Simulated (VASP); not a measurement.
## TiTe2: interstitial Li from one void to a neighbouring one

Wanted: the minimum-energy path in TiTe2 for this move: interstitial Li from one void to a neighbouring one. The start is a cell from a database of measured crystal structures.

Calculated with VASP 6.6.1; PBE, no spin polarisation; plane waves and PAW (Te, Ti), in the first sound run; inputs show where later runs differ.

## Step 1: The host crystal

The structure is trigonal, space group P-3m1 (No. 164). Conventional cell: a = 3.777 Å, b = 3.777 Å, c = 6.498 Å, α = 90.00°, β = 90.00°, γ = 120.00°. Te has 3 Ti at 2.77 Å nearest. Nearest to Ti lie 6 Te at 2.77 Å. Farther neighbours and most contacts between anions are not listed.

As a file:

```cif
data_structure
_symmetry_space_group_name_H-M 'P 1'
_symmetry_Int_Tables_number 1
_cell_length_a 3.7770
_cell_length_b 3.7770
_cell_length_c 6.4980
_cell_angle_alpha 90.000
_cell_angle_beta 90.000
_cell_angle_gamma 120.000
_cell_volume 80.28
loop_
_atom_site_label
_atom_site_type_symbol
_atom_site_fract_x
_atom_site_fract_y
_atom_site_fract_z
_atom_site_occupancy
Te1 Te 0.33333 0.66667 0.73720 1
Te2 Te 0.66667 0.33333 0.26280 1
Ti3 Ti 0.00000 0.00000 0.00000 1
```

## Step 2: Relax the host

The later steps need the crystal at this functional's own lattice; a raised cutoff keeps the stress reliable while the cell changes.

File INCAR:

```
SYSTEM = TiTe2
PREC = Accurate
ENCUT = 350
EDIFF = 1E-06
NELM = 120
ISMEAR = 0
SIGMA = 0.1
LREAL = .FALSE.
ALGO = Normal
GGA = PE
NBANDS = 14
LASPH = .TRUE.
LORBIT = 11
LWAVE = .FALSE.
LCHARG = .FALSE.
KPAR = 3
IBRION = 2
NSW = 40
ISIF = 3
EDIFFG = -0.02
POTIM = 0.4
```

File POSCAR:

```
TiTe2
1.0
    3.7770000000      0.0000000000      0.0000000000
   -1.8885000000      3.2709779501      0.0000000000
    0.0000000000      0.0000000000      6.4980000000
Te Ti
2 1
Direct
    0.3333333333      0.6666666667      0.7372000000
    0.6666666667      0.3333333333      0.2628000000
    0.0000000000      0.0000000000      0.0000000000
```

File KPOINTS:

```
Automatic mesh
0
Gamma
6 6 3
0 0 0
```

PAW data sets: Te and Ti (PBE family, release 64).

Started as:

```sh
mpirun -np 3 vasp_std
```

What it wrote:

```text
[banner, memory and clock lines left out]
running    3 mpi-ranks, on    1 nodes
 distrk:  each k-point on    1 cores,    3 groups
 distr:  one band on    1 cores,    1 groups

 POSCAR found type information on POSCAR TeTi
 POSCAR found :  2 types and       3 ions
 LDA part: xc-table for (Slater+PW92), standard interpolation
 POSCAR, INCAR and KPOINTS ok, starting setup
 FFT: planning ... GRIDC
 FFT: planning ... GRID_SOFT
 FFT: planning ... GRID
 WAVECAR not read
 entering main loop
       N       E                     dE             d eps       ncg     rms          rms(c)
DAV:   1     0.608670880021E+02    0.60867E+02   -0.45689E+03   476   0.682E+02
DAV:   2    -0.125189754145E+02   -0.73386E+02   -0.66744E+02   512   0.143E+02
DAV:   3    -0.182176039691E+02   -0.56986E+01   -0.54572E+01   600   0.441E+01
DAV:   4    -0.183531112300E+02   -0.13551E+00   -0.13522E+00   602   0.755E+00
DAV:   5    -0.183554573243E+02   -0.23461E-02   -0.23460E-02   616   0.101E+00    0.135E+01
DAV:   6    -0.183872553834E+02   -0.31798E-01   -0.66247E+00   556   0.314E+01    0.124E+01
DAV:   7    -0.164928025924E+02    0.18945E+01   -0.80980E+00   580   0.398E+01    0.691E+00
DAV:   8    -0.161468337757E+02    0.34597E+00   -0.82733E-01   488   0.771E+00    0.233E+00
DAV:   9    -0.161129481122E+02    0.33886E-01   -0.14122E-01   536   0.429E+00    0.136E+00
DAV:  10    -0.161116843220E+02    0.12638E-02   -0.46042E-02   518   0.312E+00    0.868E-01
DAV:  11    -0.161052205937E+02    0.64637E-02   -0.45324E-03   506   0.986E-01    0.471E-01
DAV:  12    -0.161047297056E+02    0.49089E-03   -0.50236E-04   638   0.177E-01    0.295E-01
DAV:  13    -0.161042122825E+02    0.51742E-03   -0.45883E-04   582   0.293E-01    0.482E-02
DAV:  14    -0.161042033997E+02    0.88828E-05   -0.65060E-05   560   0.533E-02    0.244E-02
DAV:  15    -0.161042033488E+02    0.50941E-07   -0.11373E-06   378   0.727E-03
   1 F= -.16104203E+02 E0= -.16101271E+02  d E =-.161042E+02
 curvature:   0.00 expect dE= 0.000E+00 dE for cont linesearch  0.000E+00
 trial: gam= 0.00000 g(F)=  0.738E-03 g(S)=  0.701E-03 ort = 0.000E+00 (trialstep = 0.100E+01)
 search vector abs. value=  0.144E-02
 bond charge predicted
       N       E                     dE             d eps       ncg     rms          rms(c)
DAV:   1    -0.161063197223E+02   -0.21163E-02   -0.35469E-02   482   0.107E+00    0.149E-01
DAV:   2    -0.161059246296E+02    0.39509E-03   -0.17004E-03   588   0.401E-01    0.159E-01
DAV:   3    -0.161056038142E+02    0.32082E-03   -0.52002E-04   502   0.328E-01    0.594E-02
DAV:   4    -0.161054307495E+02    0.17306E-03   -0.36775E-04   524   0.841E-02    0.411E-02
DAV:   5    -0.161054311841E+02   -0.43463E-06   -0.11156E-05   562   0.300E-02    0.431E-02
DAV:   6    -0.161054312051E+02   -0.20932E-07   -0.20948E-07   316   0.320E-03
   2 F= -.16105431E+02 E0= -.16102410E+02  d E =-.122786E-02
[...]
3 F= -.16106376E+02 E0= -.16103176E+02  d E =-.217281E-02
[...]
4 F= -.16107203E+02 E0= -.16104035E+02  d E =-.826408E-03
[...]
5 F= -.16108078E+02 E0= -.16104969E+02  d E =-.170216E-02
[...]
6 F= -.16108125E+02 E0= -.16105028E+02  d E =-.174863E-02
[...]
7 F= -.16108702E+02 E0= -.16105537E+02  d E =-.576726E-03
 ZBRENT: can't locate minimum, use default step
 trial-energy change:   -0.000577  1 .order   -0.000592   -0.000675   -0.000510
 step:   3.0682(harm=  3.1420)  dis= 0.01548  next Energy=   -16.109506 (dE=-0.138E-02)
 bond charge predicted
       N       E                     dE             d eps       ncg     rms          rms(c)
DAV:   1    -0.161125912851E+02   -0.38895E-02   -0.34369E-01   476   0.310E+00    0.369E-01
DAV:   2    -0.161113896768E+02    0.12016E-02   -0.14241E-02   488   0.102E+00    0.256E-01
DAV:   3    -0.161104556556E+02    0.93402E-03   -0.22134E-03   566   0.687E-01    0.178E-01
DAV:   4    -0.161095416727E+02    0.91398E-03   -0.16005E-03   518   0.385E-01    0.785E-02
DAV:   5    -0.161094749572E+02    0.66716E-04   -0.21947E-04   578   0.787E-02    0.587E-02
DAV:   6    -0.161094709002E+02    0.40570E-05   -0.27191E-05   590   0.362E-02    0.130E-02
DAV:   7    -0.161094714492E+02   -0.54906E-06   -0.34789E-06   524   0.143E-02
   8 F= -.16109471E+02 E0= -.16106045E+02  d E =-.134666E-02
 curvature:  -4.51 expect dE=-0.267E-03 dE for cont linesearch -0.487E-05
 trial: gam=-0.07364 g(F)=  0.569E-05 g(S)=  0.535E-04 ort = 0.522E-04 (trialstep = 0.123E+01)
 search vector abs. value=  0.652E-04
 reached required accuracy - stopping structural energy minimisation
```

It took 11 s on 3 MPI ranks of AMD EPYC 9R45, shared host; peak memory 0.41 GiB; 30 s of CPU time.

The logs omit lines about the potential files and the build; timing stands in the text.

OUTCAR, selected parts (step 2):

```text
ion  position               nearest neighbor table
   1  0.333  0.667  0.737-   3 2.77   3 2.77   3 2.77
   2  0.667  0.333  0.263-   3 2.77   3 2.77   3 2.77
   3  0.000  0.000  0.000-   1 2.77   2 2.77   2 2.77   1 2.77   2 2.77   1 2.77

  LATTYP: Found a hexagonal cell.
 ALAT       =     3.7770000000
 C/A-ratio  =     1.7204130262

 Subroutine GETGRP returns: Found 12 space group operations
 (whereof 12 operations were pure point group operations)

The static configuration has the point symmetry D_3d.

 Found     17 irreducible k-points:

   k-points           NKPTS =     17   k-points in BZ     NKDIM =     17   number of bands    NBANDS=     14

   dimension x,y,z NGX =    24 NGY =   24 NGZ =   40
   dimension x,y,z NGXF=    48 NGYF=   48 NGZF=   80

   ENCUT  =  350.0 eV  25.72 Ry    5.07 a.u.   5.76  5.76  9.91*2*pi/ulx,y,z

   NELECT =      16.0000    total number of electrons

 k-points in reciprocal lattice and weights: Automatic mesh
   0.00000000  0.00000000  0.00000000       0.009
   0.16666667  0.00000000  0.00000000       0.056
   0.33333333  0.00000000  0.00000000       0.056
   0.50000000  0.00000000  0.00000000       0.028
   0.16666667  0.16666667  0.00000000       0.056
   0.33333333  0.16666667  0.00000000       0.111
   0.33333333  0.33333333  0.00000000       0.019
   0.00000000  0.00000000  0.33333333       0.019
   0.16666667  0.00000000  0.33333333       0.056
[...]
-0.16666667  0.50000000  0.33333333       0.111
   0.33333333  0.33333333  0.33333333       0.037

 average (electrostatic) potential at core
       1 -88.8070       2 -88.8070       3 -25.0909

 E-fermi :   5.3584

 k-point     1 :       0.0000    0.0000    0.0000
  band No.  band energies     occupation
      1      -6.9235      2.00000
      2      -5.5509      2.00000
      3       0.3132      2.00000
      4       3.6702      2.00000
      5       3.6702      2.00000
      6       5.7221      0.00000
      7       5.7259      0.00000
      8       5.7259      0.00000
      9       5.7721      0.00000
     10       6.3945      0.00000
    ...

 k-point     2 :       0.1667    0.0000    0.0000
  band No.  band energies     occupation
    ...
      3       0.6760      2.00000
      4       2.9988      2.00000
      5       3.7062      2.00000
      6       4.1356      2.00000
      7       5.0785      1.99992
      8       5.4495      0.19757
      9       5.6390      0.00007
     10       6.3961      0.00000
     11       6.6312      0.00000
     12       7.9996      0.00000
    ...

 k-point     3 :       0.3333    0.0000    0.0000
  band No.  band energies     occupation
    ...
      4       1.6984      2.00000
      5       2.2565      2.00000
      6       3.6783      2.00000
      7       4.1129      2.00000
      8       4.4582      2.00000
      9       5.4676      0.12253
     10       6.5058      0.00000
     11       6.6674      0.00000
     12       8.1481      0.00000
     13       8.5193      0.00000
    ...

  Total       -0.0396363     -0.0396363      0.0318675      0.0000000      0.0000000      0.0000000
  in kB       -0.7703120     -0.7703120      0.6193283      0.0000000      0.0000000      0.0000000
  external PRESSURE =      -0.3070986 kB  Pullay stress =       0.0000000 kB

  energy-cutoff  :      350.00
  volume of cell :       82.44
      direct lattice vectors                 reciprocal lattice vectors
     3.793899077  0.000000000  0.000000000     0.263581076  0.152178605 -0.000000000
    -1.896949538  3.285612980  0.000000000    -0.000000000  0.304357210 -0.000000000
    -0.000000000  0.000000000  6.613555836    -0.000000000 -0.000000000  0.151204590

 POSITION                                       TOTAL-FORCE (eV/Angst)
 -----------------------------------------------------------------------------------
     -0.00000      2.19041      4.91753         0.000000     -0.000000     -0.008585
      1.89695      1.09520      1.69602        -0.000000      0.000000      0.008585
      3.79390      0.00000      0.00000        -0.000000     -0.000000      0.000000
 -----------------------------------------------------------------------------------
    total drift:                               -0.000000      0.000000     -0.000000

  FREE ENERGIE OF THE ION-ELECTRON SYSTEM (eV)
  ---------------------------------------------------
  free  energy   TOTEN  =       -16.1094714492 eV

  energy  without entropy=      -16.1026190070  energy(sigma->0) =      -16.10604523

 reached required accuracy - stopping structural energy minimisation

 total charge
# of ion       s       p       d       tot
------------------------------------------
    1        1.383   1.990   0.036   3.409
    2        1.383   1.990   0.036   3.409
    3        0.388   0.580   2.377   3.345
--------------------------------------------------
tot          3.155   4.560   2.449  10.164

[... 3 further parts left out ...]
```

CONTCAR:

```
TiTe2
   1.00000000000000
     3.7938990767858005    0.0000000000000000    0.0000000000000000
    -1.8969495383929003    3.2856129798970883    0.0000000000000000
    -0.0000000000000000    0.0000000000000000    6.6135558356227859
  Te              Ti
     2     1
Direct
     0.3333333332999970    0.6666666667000030    0.7435537958821070
     0.6666666667000030    0.3333333332999970    0.2564462041178930
     1.0000000000000000    0.0000000000000000    0.0000000000000000
```

This run has no spin polarisation, so a moment on Ti, if there is one, isn't seen. The k-mesh is coarse for a metal. The data set Ti keeps the semicore shell frozen, which is cheaper and a little less accurate. The run keeps the 12 symmetry operations of its start, so it cannot find a distortion of lower symmetry.

Relaxation path:

| step | energy less that of the first step (eV) | largest force (eV/Å) | pressure (GPa) | volume (Å³) |
| --- | --- | --- | --- | --- |
| 1 | 0.0000 | 0.0978 | 0.27 | 80.28 |
| 2 | -0.0012 | 0.1032 | 0.09 | 80.69 |
| 3 | -0.0022 | 0.1113 | -0.26 | 81.43 |
| 4 | -0.0030 | 0.0770 | -0.15 | 81.46 |
| 5 | -0.0039 | 0.0062 | 0.09 | 81.52 |
| 6 | -0.0039 | 0.0142 | 0.16 | 81.54 |
| 7 | -0.0045 | 0.0126 | 0.11 | 81.76 |
| 8 | -0.0053 | 0.0086 | -0.03 | 82.44 |

| conventional cell, symmetrised | before | after | change |
| --- | --- | --- | --- |
| a (Å) | 3.777 | 3.794 | +0.4 % |
| b (Å) | 3.777 | 3.794 | +0.4 % |
| c (Å) | 6.498 | 6.614 | +1.8 % |
| volume (Å³/atom) | 26.76 | 27.48 | +2.7 % |

The atoms that moved most (Å, as changes of fractional coordinates times the final cell):

| atom | dx | dy | dz | length |
| --- | --- | --- | --- | --- |
| Te1 | 0.000 | 0.000 | 0.042 | 0.042 |
| Te2 | 0.000 | 0.000 | -0.042 | 0.042 |

Final coordinates:

```
Te Ti
1.0
     3.79390    0.00000    0.00000
    -1.89695    3.28561    0.00000
     0.00000    0.00000    6.61356
Te Ti
2 1
Direct
  0.33333 0.66667 0.74355
  0.66667 0.33333 0.25645
  0.00000 0.00000 0.00000
```

This step gave:

| Property | Result |
| --- | --- |
| electronic cycles | 54 |
| electrons | 16 |
| free energy (TOTEN) | -16.11 eV |
| energy at zero smearing | -16.11 eV |
| Fermi energy | 5.358 eV |
| labelled metallic, from the levels on this mesh | yes |

The run ended after 8 ionic steps, 0.005 eV below its first step, once forces and stress met EDIFFG = -0.02.

(Continued in part 2 of 4.)

[Lines on the potential files, build, host, timing and source positions are cut from VASP's logs without a mark.]

[Logs are printed without paths, hosts, clocks, repeated set-up lines and the standing remarks that a program may print on its own settings, such as how far it seeks lower states.]

[Hosts, paths, dates, database ids (printed as entryN), source tags and the programs' standing remarks are cut or masked in the printed files.]

[Runs that stopped without an error message from VASP are left out.]
